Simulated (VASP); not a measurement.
# How a change of volume changes GaN (F-43m), part 2 of 2

Strain engineering needs slopes: what does a change of volume do to the lattice and the band edges of GaN?

VASP 6.6.1, plane waves and PAW; the level of theory is named at each step.

So far: The starting structure; Relax the crystal, LDA; Relax at fixed volume, LDA; Band edges, TB-mBJ with spin-orbit coupling.

## 5. Band edges, r2SCAN with spin-orbit coupling

Short lines in KPOINTS_OPT sample the zone centre, for masses, and the other valleys.

Level: r2SCAN, spin-orbit coupling; plane waves and PAW (Ga_d, N); cell typed or built by script.

File INCAR:

```
SYSTEM = GaN
PREC = Accurate
ENCUT = 600
EDIFF = 1E-06
NELM = 100
ISMEAR = 0
SIGMA = 0.02
LREAL = .FALSE.
ALGO = Normal
METAGGA = R2SCAN
LASPH = .TRUE.
LNONCOLLINEAR = .TRUE.
MAGMOM = 0 0 0 0 0 0
NBANDS = 28
GGA_COMPAT = .FALSE.
LSORBIT = .TRUE.
LWAVE = .FALSE.
LCHARG = .FALSE.
KPAR = 3
```

File POSCAR:

```
GaN
1.0
    0.0000000000      2.2534281649      2.2534281649
    2.2534281649      0.0000000000      2.2534281649
    2.2534281649      2.2534281649      0.0000000000
Ga N
1 1
Direct
    0.0000000000      0.0000000000      0.0000000000
    0.2500000000      0.2500000000      0.2500000000
```

File KPOINTS:

```
Automatic mesh
0
Gamma
9 9 9
0 0 0
```

File KPOINTS_OPT:

```
Line mode
6
Line-mode
Reciprocal
  0.00000000   0.00000000   0.00000000
  0.01793221   0.01793221   0.00000000

  0.00000000   0.00000000   0.00000000
 -0.00000000  -0.01793221  -0.01793221

  0.31000000   0.31000000   0.00000000
  0.50000000   0.50000000   0.00000000

  0.00000000   0.31000000   0.31000000
  0.00000000   0.50000000   0.50000000

  0.45000000   0.45000000   0.45000000
  0.50000000   0.50000000   0.50000000

  0.45000000   0.00000000   0.00000000
  0.50000000   0.00000000   0.00000000

  0.42500000   0.42500000   0.00000000
  0.42500000   0.44293221   0.01793221

  0.50000000   0.50000000   0.50000000
  0.48732001   0.51267999   0.50000000
```

PAW data sets: Ga_d and N (LDA family, release 64).

Started as:

```sh
mpirun -np 3 vasp_ncl
```

Log:

```text
[banner, memory and clock lines left out]
running    3 mpi-ranks, on    1 nodes
[...]
[... a notice as in an earlier step ...]

 LDA part: xc-table for (None), standard interpolation
 POSCAR, INCAR and KPOINTS ok, starting setup
[...]
entering main loop
       N       E                     dE             d eps       ncg     rms          rms(c)
DAV:   1     0.650106050867E+01    0.65011E+01   -0.97320E+03  3576   0.264E+03
DAV:   2    -0.141449115486E+03   -0.14795E+03   -0.13728E+03  3216   0.533E+02
DAV:   3    -0.161339507967E+03   -0.19890E+02   -0.19534E+02  3608   0.146E+02
DAV:   4    -0.161982693181E+03   -0.64319E+00   -0.64095E+00  3380   0.278E+01
[...]
DAV:  12    -0.157016667060E+03    0.12537E-03   -0.17350E-04  3660   0.168E-01    0.894E-02
DAV:  13    -0.157016666051E+03    0.10093E-05   -0.20378E-05  3236   0.427E-02    0.828E-02
DAV:  14    -0.157016665960E+03    0.90885E-07   -0.32190E-07  2216   0.739E-03
   1 F= -.15701667E+03 E0= -.15701667E+03  d E =-.115847E-25  mag=     0.0000    -0.0000    -0.0000
 Start KPOINTS_OPT (optional k-point list driver)
k-point batch [1-48\48]
       N       E                     dE             ncg
DAV:   1     0.333325630618E+04   -0.22499E+05     3188
DAV:   2    -0.342066040250E+04   -0.67539E+04     2856
DAV:   3    -0.427903417258E+04   -0.85837E+03     3116
DAV:   4    -0.430610802855E+04   -0.27074E+02     2980
DAV:   5    -0.430656197580E+04   -0.45395E+00     3128
DAV:   6    -0.430657763459E+04   -0.15659E-01     3544
DAV:   7    -0.430657801518E+04   -0.38059E-03     3348
DAV:   8    -0.430657802156E+04   -0.63751E-05     2428
DAV:   9    -0.430657802185E+04   -0.29956E-06     1792
```

It took 3.5 min on 3 MPI ranks of Intel Xeon 6975P-C (Granite Rapids), shared host; peak memory 0.95 GiB.

Parts of OUTCAR (step 5):

```text
  Total        0.0348314      0.0348314      0.0348314      0.0000000      0.0000000      0.0000000
  in kB        2.4384836      2.4384836      2.4384836      0.0000000      0.0000000      0.0000000
  external PRESSURE =       2.4384836 kB  Pullay stress =       0.0000000 kB

 POSITION                                       TOTAL-FORCE (eV/Angst)
 -----------------------------------------------------------------------------------
      0.00000      0.00000      0.00000        -0.000000     -0.000000     -0.000000
      1.12671      1.12671      1.12671         0.000000      0.000000      0.000000
 -----------------------------------------------------------------------------------
    total drift:                               -0.000001     -0.000001     -0.000001

  FREE ENERGIE OF THE ION-ELECTRON SYSTEM (eV)
  ---------------------------------------------------
  free  energy   TOTEN  =      -157.0166659599 eV

  energy  without entropy=     -157.0166659599  energy(sigma->0) =     -157.01666596

[... 2 parts as in an earlier step ...]

[... 1 further part left out ...]
[key lines of the parts left out:]
E-fermi :   5.2580
```

Read from the output:

- energy(sigma→0) of the program: -157.0167 eV
- stress, compression positive: xx, yy, zz 0.24, 0.24, 0.24 GPa

The run ends at a pressure of 0.24 GPa.

## 6. All members

Runs beyond LDA use the data sets made with LDA; this shifts their levels slightly, and their total energies have another zero (at TB-mBJ, which has no energy functional, they mean nothing).

The other members went through these steps as far as the tables show, with the same cutoff and, step by step, the same mesh; 25 runs are not shown. The session took 3.5 core hours (wall time by ranks) on a shared machine.

```csv
volume over the relaxed volume,volume (Å³/atom),pressure (GPa),energy above the unstrained row (meV/atom),"gap on the mesh, LDA (eV)"
0.940,10.443,14.296,28.997,2.341
0.955,10.610,10.281,16.023,2.239
0.970,10.776,6.578,7.067,2.138
0.985,10.943,3.162,1.822,2.038
1,11.110,0.010,0.000,1.940
1.015,11.276,-2.897,1.328,1.844
1.030,11.443,-5.575,5.577,1.748
1.045,11.609,-8.047,12.504,1.655
1.060,11.776,-10.345,21.915,1.562
```

A cubic of the pressure in ln(V/V₀) through all rows has the slope −B at V₀: B = 202 GPa, and its curvature gives B′ = 4.4.

Band edges at TB-mBJ with spin-orbit coupling, counted from the valence-band top at Γ, spin-orbit pairs averaged, with one row partly withheld:

```csv
volume over the relaxed volume,gap (eV),conduction band at Γ (eV),Δ or X valley along z (eV),"lowest conduction level at L, [111] (eV)",second valence level below the top (eV),third valence level below the top (eV)
0.940,3.396,3.396,4.652,6.609,0.000,0.002
0.955,3.306,3.306,4.646,6.505,0.000,0.003
0.970,3.217,3.217,4.641,6.403,0.000,0.004
0.985,3.128,3.128,4.634,6.301,0.000,0.005
1,3.039,3.039,4.626,6.199,0.000,0.005
1.015,2.950,2.950,4.618,6.098,0.000,0.006
1.030,2.862,2.862,4.609,5.998,0.000,0.007
1.045,?,?,4.600,5.900,0.000,0.007
1.060,2.687,2.688,4.590,5.802,0.000,0.008
```

Conduction masses, in electron masses (the axis is [001]):

```csv
volume over the relaxed volume,"conduction mass at Γ, along the strain axis or the normal of the plane"
0.940,0.257
0.955,0.251
0.970,0.245
0.985,0.240
1,0.236
1.015,0.229
1.030,0.225
1.045,0.220
1.060,0.214
```

Band edges at r2SCAN with spin-orbit coupling, counted from the valence-band top at Γ, spin-orbit pairs averaged:

```csv
volume over the relaxed volume,gap (eV),conduction band at Γ (eV),Δ or X valley along z (eV),"lowest conduction level at L, [111] (eV)",second valence level below the top (eV),third valence level below the top (eV)
0.940,2.737,2.737,3.796,5.819,0.000,0.006
0.955,2.631,2.632,3.791,5.705,0.000,0.007
0.970,2.528,2.528,3.787,5.593,0.000,0.008
0.985,2.425,2.425,3.781,5.482,0.000,0.008
1,2.322,2.323,3.774,5.372,0.000,0.009
1.015,2.222,2.223,3.768,5.265,0.000,0.010
1.030,2.117,2.124,3.761,5.159,0.000,0.010
1.045,2.021,2.021,3.746,5.049,0.000,0.011
1.060,1.931,1.931,3.749,4.955,0.000,0.011
```

Conduction masses, in electron masses (the axis is [001]):

```csv
volume over the relaxed volume,"conduction mass at Γ, along the strain axis or the normal of the plane"
0.940,0.207
0.955,0.201
0.970,0.195
0.985,0.187
1,0.181
1.015,0.176
1.030,0.169
1.045,0.162
1.060,0.156
```

## 7. A fit to the known rows

The quantity to fit is the conduction level at Γ above the mean of the three top valence levels at TB-mBJ with spin-orbit coupling: 3.396, 3.307, 3.219, 3.130, 3.041, 2.952, 2.864, 2.690 eV in the rows shown.

A least-squares parabola through the 8 rows shown, with u the logarithm of the volume ratio: E = − 2.320 u² − 5.892 u + 3.041 (eV), r.m.s. residual 3.3e-4 eV.

For the withheld row, u = 0.04402, the fit gives 2.7772 eV.

## 8. The withheld row

The calculation gives 2.7770 eV, so the prediction is 0.0002 eV too high.

## 9. Results

- bulk modulus: 202 GPa
- gap of the unstrained cell, TB-mBJ with spin-orbit coupling: 3.04 eV
- gap of the unstrained cell, r2SCAN with spin-orbit coupling: 2.32 eV
- dE/d ln V of the conduction level at Γ above the mean of the three top valence levels, TB-mBJ with spin-orbit coupling: -5.89 eV
- error of the predicted row: 0.2 meV

The slope of the energy gives 0.19 GPa at the relaxed volume where the pressure column has 0.01 GPa, a mark of the finite basis. At TB-mBJ with spin-orbit coupling the lowest conduction valley is Γ throughout, and the gap runs between 2.69 and 3.40 eV. At r2SCAN with spin-orbit coupling the lowest conduction valley is Γ throughout, and the gap runs between 1.93 and 2.74 eV. Hole masses are left out throughout, since the top bands are degenerate or cross in many series; of conduction masses, those of the Γ, L and (for Si and Ge under (001) strain) Δ valleys are kept where they change by under an eighth between rows. TB-mBJ is a potential fitted for gaps; it has no energy functional, so its total energies and forces mean nothing, and its bands tend to come out too narrow. r2SCAN opens gaps somewhat over GGA but leaves them below measured values as a rule. Δ or X levels are the lowest on their line, refined by a parabola unless they lie at X; the gap is read from all points sampled and can differ from the lowest valley by some meV, or by tens of meV where strain moves the valence top off Γ. Temperature, zero-point motion and excitons are left out.

[Lines on the potential files, build, host, timing and source positions are cut from VASP's logs without a mark.]

[Logs are printed without paths, hosts, clocks, repeated set-up lines and the standing remarks that a program may print on its own settings, such as how far it seeks lower states.]

[Hosts, paths, dates, database ids (printed as entryN), source tags and the programs' standing remarks are cut or masked in the printed files.]

[In band tables of VASP the shares of atoms and orbitals are scaled to a sum of 1 inside the atoms' spheres.]
